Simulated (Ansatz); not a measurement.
# C (Fd-3m) in Ansatz: further runs

The runs below take C through single point, with PBEsol, HSE06, PBE0.

Everything below comes from runs of Ansatz 0.2.0. Logs are shortened: lines on timing, memory, paths and dates and some standing lists are left out, and cuts for length are marked.

## (1) The structure

The structure is cubic, space group Fd-3m (No. 227). The conventional cell has a = 3.567 Å, b = 3.567 Å, c = 3.567 Å, α = 90.00°, β = 90.00°, γ = 90.00°. Around C (site symmetry -43m) lie 4 C at 1.54 Å.

This isn't the form of C at room conditions, which is graphite.

## (2) Single point, PBEsol

input.yaml reads:

```yaml
crystal:
  lattice:
    - [0.0, 1.78337, 1.78337]
    - [1.78337, 0.0, 1.78337]
    - [1.78337, 1.78337, 0.0]
  atoms:
    - { symbol: C, position: [0.75, 0.75, 0.75] }
    - { symbol: C, position: [0.5, 0.5, 0.5] }
kpoints:
  mp_grid: { grid: [10, 10, 10] }
scf:
  occupations: { method: fermi_dirac, width: 0.05 }
hamiltonian:
  xc: pbesol
  pseudopotentials: { kind: all_electron, datasets: crystal }
output:
  forces: true
  stress: true
  eigenvalues: true
  elf: true
  volumetric_format: npy
```

Potentials or basis: all-electron PAW datasets made for the crystal.

Command:

```
ansatz run input.yaml --threads 2 --pin off --max-ram 8192MiB --backend cpu --events-out ev --progress --plain --runs-dir out
```

What it wrote:

```text
Warning: RAYON_NUM_THREADS=2 ignored (pool sized by the plan → 2); use --threads N
hamiltonian.pseudopotentials.datasets: crystal makes datasets for this crystal and solves the spheres of its atoms anew in each pass: cutoff 540.0 eV, the density's 2160.0 eV; for an error of 0.50 meV an atom under PBE, 1.0 meV for the cell; an energy difference from a run of another recipe may be off by several times the error for the cell, under r2SCAN by more, where some 0.1 meV an atom stays at smaller errors; C in spheres of 0.767 Å, 4 of its electrons in bands
Engine: ansatz 0.2.0, x86_64-unknown-linux-gnu
Pseudopotentials: kind: all_electron
Pseudopotential: C, paw, valence charge 4, recommended cutoff 540 eV (normal), crystal/all_electron/pbesol/scalar/gaussian/C, Koelling and Harmon's equation, gaussian nucleus
Functional definition: PBEsol
  exchange = pbesol_x
  correlation = pbesol_c
Crystal: 2 atoms, lattice volume = 11.344 Å³
Basis set: ecut = 540 eV, 331 PW (Γ), exchange–correlation on 40×40×40 points (8 copies of the dense FFT grid, shifted against one another)
Bands: 8, of which v1, the nominal top of the filled ones, is band 4 counted from 1 (3 counted from 0)
Symmetry: 48 space group operations
Space group: Fd-3m (ITA 227), of the structure as read, at distance tolerance 2.2e-5 Å
k-points: 47 of 1000
Non-local potential: C, projectors of the file, l = 0: 1, l = 1: 1
PAW form: soft (Blöchl's): semilocal exchange-correlation on the pseudo side does not see the compensation charge
PAW one-centre angular grid: C, 110 points (default); XC on its mesh's 1881 points in the sphere
Initial density: superposition of atomic densities (neutral atoms: chi_scale 0, normalization atom)
Initial wavefunctions: pseudopotential atomic-orbital guess
Functional: x = pbesol(κ = 0.804, μ = 0.12345679012345678), c = pbesol(β = 0.046)
iter 1 solved again at ethr=1.94e-2 eV; its pass at ethr=1.00e-1 eV (dr2=1.55e0 eV) is discarded
SCF iter   1: F=—  HF=-2065.613465 eV  |F-HF|=—  |Δ(HF+E_count)|=         —  Δρ=1.44e-1  dr2=1.59e0  ethr=1.94e-2  ⟨swp⟩=2.0  Hψ=2258  notcnv=0
preconditioner: auto → none  [insulator: Δε(μ)=4.739 eV  Ē_g=19.701 eV  σ=0.050 eV  W_gap=1.00  n_scr=0 (ndim 8)  ℏωp=31.2 eV  f_vac=0.000  D(μ)=0.00/eV (n_scr^D=0)  ε∞_Penn≈3.5]
SCF iter   2: F=—  HF=-2065.206261 eV  |F-HF|=—  |Δ(HF+E_count)|=   4.07e-1  Δρ=5.70e-2  dr2=2.14e-1  ethr=1.94e-2  ⟨swp⟩=2.7  Hψ=787  notcnv=0
iter 3 solved again at ethr=8.15e-6 eV; its pass at ethr=2.68e-3 eV (dr2=6.52e-4 eV) is discarded
SCF iter   3: F=—  HF=-2065.195196 eV  |F-HF|=—  |Δ(HF+E_count)|=   1.11e-2  Δρ=4.80e-3  dr2=6.78e-4  ethr=8.15e-6  ⟨swp⟩=3.0  Hψ=2036  notcnv=0
SCF iter   4: F=—  HF=-2065.196284 eV  |F-HF|=—  |Δ(HF+E_count)|=   1.09e-3  Δρ=1.33e-3  dr2=4.40e-5  ethr=8.15e-6  ⟨swp⟩=2.0  Hψ=566  notcnv=0
SCF iter   5: F=—  HF=-2065.196454 eV  |F-HF|=—  |Δ(HF+E_count)|=   1.70e-4  Δρ=1.19e-4  dr2=2.44e-7  ethr=5.50e-7  ⟨swp⟩=3.0  Hψ=975  notcnv=0
SCF iter   6: F=-2065.196452 eV  HF=-2065.196452 eV  |F-HF|=1.20e-8  |Δ(HF+E_count)|=   1.53e-6  Δρ=2.26e-5  dr2=4.55e-9  ethr=3.05e-9  ⟨swp⟩=3.0  Hψ=712  notcnv=0
SCF 1 converged in 6 iterations: F = -2065.196451 eV  dr2 = 4.55e-9
  Residual-converged pass: ⟨swp⟩=3.0  Hψ=678  notcnv=0  max |occ|·‖R‖ = 5.2e-6 eV (tolerance 5.3e-6 eV)  dr2=4.50e-9  dr2_onsite=1.79e-9  max |Δocc| = 0.0e0
SCF converged after 6 iterations
Free energy (F): -2065.196451 eV
Harris-Foulkes:  -2065.196451 eV  (|F-HF|=1.20e-8)
Internal energy: -2065.196451 eV  (E = F + TS)
E sigma→0 (E₀):  -2065.196451 eV
Past the cutoff: the bands carry plane waves up to 1.75 times it, of which those up to 1.5 times it add -0.000141 eV an atom, each by itself; the spheres take 0.000105 eV an atom off the energy for waves past 1.75 times it
By the cutoff:   a pressure is off by up to 0.008 GPa (1.2 times the spheres' own share and the shells' term, over an atom's volume, and 0.004 GPa: a bound that held against runs at twice the plane waves)
Past the cutoffs: a stress includes 0.0020 GPa for waves and charges beyond them, in addition to the slope of what the spheres take
In the spheres:  the bands' charges fall short by 1.3e-6 e at most (sound up to 1e-3)
Fermi energy:    15.601465 eV
--- Per-component energies (eV) ---
  E_band       = 36.836769
  E_kinetic    = 184.102337
  E_local      = -66.750267  (includes V_loc(G=0)·N_el)
  E_nonlocal   = 1.777532
  E_hartree    = 26.374484
  E_xc         = -92.022850
  E_vxc        = -119.946736  (∫ρ·V_xc dr)
  E_paw        = -1913.127271  (= ΣΔE_a)
  E_vpaw       = -157.506292  (= ΣTr[D̂ρ^β])
  E_ewald      = -347.961363
  E_smearing   = -0.000000  (= −TS)
  E_closure    = 142.410948  (closes the sum)
  Σ components = -2065.196451   (vs F -2065.196451, Δ=0.00e0)
  The terms above E_closure are by the made datasets' own strengths, without shells solved beside the bands.
--- Forces (eV/Å), atoms counted from 1 ---
  atom   1  C     -0.00000000     0.00000000     0.00000000
  atom   2  C     -0.00000000    -0.00000000    -0.00000000
  max |Σ_I F_I| component: 1.48e-16 eV/Å
--- Stress (GPa, compression-positive) ---
       -4.778576       0.000000      -0.000000
       -0.000000      -4.778576       0.000000
       -0.000000       0.000000      -4.778576
  P = ⅓ Tr σ = -4.7786 GPa (-47.786 kbar)
--- Band table (eV; the first three rows and the last of 47) ---
  k-point 0: bands = ["-7.9104", "13.6021", "13.6021", "13.6021", "19.1475", "19.1475"]
  k-point 1: bands = ["-7.6330", "11.9174", "13.1525", "13.1525", "19.7369", "19.7369"]
  k-point 2: bands = ["-6.8058", "8.7003", "12.2727", "12.2727", "20.8678", "20.8678"]
  k-point 46: bands = ["1.5448", "1.5448", "5.4002", "5.4002", "22.8481", "22.8481"]
```

Run time: 7.6 s. Hardware: 2 threads of AMD EPYC (Zen 3), shared host; peak memory 0.29 GiB.

Results:

| Item | Value |
| --- | --- |
| Free energy | -2065.1965 eV |
| Pressure | -4.8 GPa |
| Band gap on the k mesh | 4.04 eV, indirect (least direct gap 5.55 eV) |

## (3) Single point, HSE06

input.yaml, as its differences from that of step 2:

```diff
@@ -13,3 +13,3 @@
 hamiltonian:
-  xc: pbesol
+  xc: hse06
   pseudopotentials: { kind: all_electron, datasets: crystal }
@@ -18,4 +18 @@
   stress: true
-  eigenvalues: true
-  elf: true
-  volumetric_format: npy
```

Potentials or basis: all-electron PAW datasets made for the crystal.

Command:

```
ansatz run input.yaml --threads 2 --pin off --max-ram 8192MiB --backend cpu --events-out ev --progress --plain --runs-dir out
```

Run time: 9.3 min. Hardware: 2 threads of AMD EPYC (Zen 3), shared host; peak memory 0.84 GiB.

It converged, with:

* Free energy: -2073.6214 eV
* Pressure: -8.1 GPa
* Band gap on the k mesh: 5.32 eV, indirect (least direct gap 6.98 eV)

Levels at points of the mesh, in eV from the valence-band top:
```
             k point  band 1  band 2  band 3  band 4  band 5
  (0.00, 0.00, 0.00)  -23.52    0.00    0.00    0.00    6.98
 (0.00, 0.00, -0.50)  -17.31  -14.61   -3.06   -3.06   10.02
(0.00, -0.50, -0.50)  -14.07  -14.07   -6.87   -6.87    5.91
```

A k mesh can miss the band edges.

## (4) Single point, PBE0

input.yaml, as its differences from that of step 3:

```diff
@@ -13,3 +13,3 @@
 hamiltonian:
-  xc: hse06
+  xc: pbe0
   pseudopotentials: { kind: all_electron, datasets: crystal }
```

Potentials or basis: all-electron PAW datasets made for the crystal.

Command:

```
ansatz run input.yaml --threads 2 --pin off --max-ram 8192MiB --backend cpu --events-out ev --progress --plain --runs-dir out
```

What it wrote:

```text
Warning: RAYON_NUM_THREADS=2 ignored (pool sized by the plan → 2); use --threads N
hamiltonian.pseudopotentials.datasets: crystal makes datasets for this crystal and solves the spheres of its atoms anew in each pass: cutoff 600.0 eV, the density's 2400.0 eV;, for an error of 0.50 meV an atom under PBE, 1.0 meV for the cell; an energy difference from a run of another recipe may be off by several times the error for the cell, under r2SCAN by more, where some 0.1 meV an atom stays at smaller errors; C in spheres of 0.767 Å, 4 of its electrons in bands
[... 2 set-up lines as earlier in the session ...]
Pseudopotential: C, paw, valence charge 4, recommended cutoff 600 eV (normal), crystal/all_electron/pbe/scalar/gaussian/C, Koelling and Harmon's equation, gaussian nucleus
Functional definition: PBE0
  parameter a = 0.25
  parameter kappa = 0.804
  parameter beta = 0.06672455060314922
  exchange = (1 - a)*pbe_x(kappa = kappa, mu = beta*pi^2/3) + a*exact_x
  correlation = pbe_c(beta = beta)
Crystal: 2 atoms, lattice volume = 11.344 Å³
Basis set: ecut = 600 eV, 339 PW (Γ), exchange–correlation on 48×48×48 points (8 copies of the dense FFT grid, shifted against one another)
Bands: 8, of which v1, the nominal top of the filled ones, is band 4 counted from 1 (3 counted from 0)
[... 2 set-up lines as earlier in the session ...]
k-points: 47 of 1000
[... 5 set-up lines as earlier in the session ...]
Functional: x = 0.75 pbe(κ = 0.804, μ = 0.2195149727645171) + 0.25 exact, c = pbe(β = 0.06672455060314922)
iter 1 solved again at ethr=2.04e-2 eV; its pass at ethr=1.00e-1 eV (dr2=1.63e0 eV) is discarded
SCF iter   1: F=—  HF=-2073.878877 eV  |F-HF|=—  |Δ(HF+E_count)|=         —  Δρ=1.47e-1  dr2=1.67e0  ethr=2.04e-2  ⟨swp⟩=2.0  Hψ=2261  notcnv=0
preconditioner: auto → none  [insulator: Δε(μ)=4.802 eV  Ē_g=19.700 eV  σ=0.050 eV  W_gap=1.00  n_scr=0 (ndim 8)  ℏωp=31.2 eV  f_vac=0.000  D(μ)=0.00/eV (n_scr^D=0)]
SCF iter   2: F=—  HF=-2073.472984 eV  |F-HF|=—  |Δ(HF+E_count)|=   4.06e-1  Δρ=5.89e-2  dr2=2.35e-1  ethr=2.04e-2  ⟨swp⟩=2.7  Hψ=783  notcnv=0
iter 3 solved again at ethr=9.65e-6 eV; its pass at ethr=2.93e-3 eV (dr2=7.72e-4 eV) is discarded
SCF iter   3: F=—  HF=-2073.466709 eV  |F-HF|=—  |Δ(HF+E_count)|=   6.27e-3  Δρ=5.19e-3  dr2=8.22e-4  ethr=9.65e-6  ⟨swp⟩=3.0  Hψ=2044  notcnv=0
SCF iter   4: F=—  HF=-2073.736203 eV  |F-HF|=—  |Δ(HF+E_count)|=         —  Δρ=1.17e-2  dr2=5.70e-3  ethr=9.65e-6  ⟨swp⟩=4.7  Hψ=1816  notcnv=0
SCF iter   5: F=—  HF=-2073.734976 eV  |F-HF|=—  |Δ(HF+E_count)|=   1.23e-3  Δρ=3.26e-3  dr2=3.50e-4  ethr=9.65e-6  ⟨swp⟩=3.8  Hψ=1162  notcnv=0
SCF iter   6: F=—  HF=-2073.734846 eV  |F-HF|=—  |Δ(HF+E_count)|=   1.31e-4  Δρ=6.62e-4  dr2=1.75e-5  ethr=4.37e-6  ⟨swp⟩=2.7  Hψ=1107  notcnv=0  defer=1
SCF iter   7: F=—  HF=-2073.734877 eV  |F-HF|=—  |Δ(HF+E_count)|=   3.17e-5  Δρ=1.29e-4  dr2=3.93e-7  ethr=2.19e-7  ⟨swp⟩=2.0  Hψ=887  notcnv=0
SCF iter   8: F=-2073.734877 eV  HF=-2073.734877 eV  |F-HF|=1.84e-9  |Δ(HF+E_count)|=   6.78e-7  Δρ=2.22e-5  dr2=1.06e-8  ethr=4.91e-9  ⟨swp⟩=2.0  Hψ=569  notcnv=0
SCF 1 converged in 8 iterations: F = -2073.734875 eV  dr2 = 1.06e-8
  Residual-converged pass: ⟨swp⟩=3.0  Hψ=755  notcnv=0  max |occ|·‖R‖ = 5.1e-6 eV (tolerance 5.3e-6 eV)  dr2=1.05e-8  dr2_onsite=1.35e-8  max |Δocc| = 0.0e0
hybrid outer 1: dexx = +3.045e-11 eV
hybrid SCF converged: 1 outer / 8 inner (+0 warm-up), last move |dexx| = 3.05e-11 eV
Stability not checked: this state was not tested for a lower state beside it, because the functional holds exact exchange (a hybrid, or Hartree-Fock), whose exchange loop this test does not read (fock_operator; see scf.lower_state_search)
Free energy (F): -2073.734875 eV
Harris-Foulkes:  -2073.734875 eV  (|F-HF|=1.84e-9)
Internal energy: -2073.734875 eV  (E = F + TS)
E sigma→0 (E₀):  -2073.734875 eV
Past the cutoff: the bands carry plane waves up to 1.75 times it, of which those up to 1.5 times it add -0.000091 eV an atom, each by itself; the spheres take 0.000094 eV an atom off the energy for waves past 1.75 times it
Past the cutoffs: a stress includes 0.0010 GPa for waves and charges beyond them, in addition to the slope of what the spheres take
In the spheres:  the bands' charges fall short by 5.9e-7 e at most (sound up to 1e-3)
Fermi energy:    15.654645 eV
--- Per-component energies (eV) ---
  E_band       = 22.046639
  E_kinetic    = 184.630303
  E_local      = -66.598839  (includes V_loc(G=0)·N_el)
  E_nonlocal   = 1.767319
  E_hartree    = 26.537797
  E_xc         = -72.065767
  E_vxc        = -93.469013  (∫ρ·V_xc dr)
  E_exx        = -21.616110  (= α·E_x^exact, valence–valence)
  E_paw        = -1915.007262  (= ΣΔE_a)
  E_vpaw       = -150.705882  (= ΣTr[D̂ρ^β])
  E_ewald      = -347.961363
  E_smearing   = -0.000000  (= −TS)
  E_closure    = 136.579048  (closes the sum)
  Σ components = -2073.734875   (vs F -2073.734875, Δ=0.00e0)
  The terms above E_closure are by the made datasets' own strengths, without shells solved beside the bands.
--- Forces (eV/Å), atoms counted from 1 ---
  atom   1  C      0.00000000     0.00000000    -0.00000000
  atom   2  C      0.00000000    -0.00000000    -0.00000000
  max |Σ_I F_I| component: 2.04e-16 eV/Å
--- Stress (GPa, compression-positive) ---
       -8.288379      -0.000000      -0.000000
        0.000000      -8.288379       0.000000
       -0.000000       0.000000      -8.288379
  P = ⅓ Tr σ = -8.2884 GPa (-82.884 kbar)
--- Band table (eV; the first three rows and the last of 47) ---
  k-point 0: bands = ["-10.9433", "12.6426", "12.6426", "12.6426", "20.3463"]
  k-point 1: bands = ["-10.6440", "10.8251", "12.1643", "12.1643", "20.9819"]
  k-point 2: bands = ["-9.7514", "7.2755", "11.2015", "11.2015", "22.2205"]
  k-point 46: bands = ["-0.7509", "-0.7509", "3.7728", "3.7728", "24.2796"]
```

It took 8.8 min on 2 threads of AMD EPYC (Zen 3), shared host; peak memory 0.83 GiB.

Results:

```
Free energy            : -2073.7349 eV
Pressure               : -8.3 GPa
Band gap on the k mesh : 6.07 eV, indirect (least direct gap 7.70 eV)
```

A k mesh can miss the band edges.

## (5) Overview

| level | cutoff (eV) | gap on the mesh (eV) | pressure (GPa) |
| --- | --- | --- | --- |
| PBEsol | 540 | 4.04 | -4.8 |
| HSE06 | 600 | 5.32 | -8.1 |
| PBE0 | 600 | 6.07 | -8.3 |

Alike in all rows: task single point; potentials or basis all-electron PAW datasets made for the crystal; no spin polarisation; cell as given; k mesh 10 × 10 × 10; smearing fermi-dirac 0.05 eV.

On the cell as given the gap runs from 4.04 eV (PBEsol) to 6.07 eV (PBE0). The pressure there spans -8.3 GPa (PBE0) to -4.8 GPa (PBEsol); a positive pressure means that this level wants a larger cell, a negative one a smaller.

Compare energies only between runs with the same functional and basis.
